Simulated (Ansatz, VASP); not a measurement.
CdS in VASP and in Ansatz

```xyz
4
Lattice="4.0011 0.0000 0.0000 -2.0006 3.4651 0.0000 0.0000 0.0000 6.5301" Properties=species:S:1:pos:R:3 pbc="T T T"
Cd    0.0000    2.3100    0.0048
Cd    2.0006    1.1550    3.2699
S     0.0000    2.3100    2.4570
S     2.0006    1.1550    5.7221
```

Alike in both runs: functional LDA; k mesh 9 × 9 × 6; no spin polarisation.

Ansatz relaxed the structure, and its values are those at the end. VASP's run is a single point on that final structure, the one shown.

|  | VASP | Ansatz |
| --- | --- | --- |
| version | VASP 6.6.1 | Ansatz 0.2.0 |
| potentials or method | VASP PAW LDA potentials, release 64 (Cd, S) | scalar-relativistic, plane waves, PAW |
| plane-wave cutoff (eV) | 520 | 500 |
| occupations | gaussian, width 0.01 eV | fixed |
| valence electrons in the cell | 36 | 52 |

|  | VASP | Ansatz | Ansatz less VASP |
| --- | --- | --- | --- |
| gap on the k mesh at the Fermi level (eV) | 1.17 | 1.14 | -0.033 |
| least direct gap on the mesh (eV) | 1.17 | 1.14 | -0.033 |
| pressure (GPa) | 4.7 | 4.0 | -0.69 |

The two sets of potentials don't hold the same shells in valence.
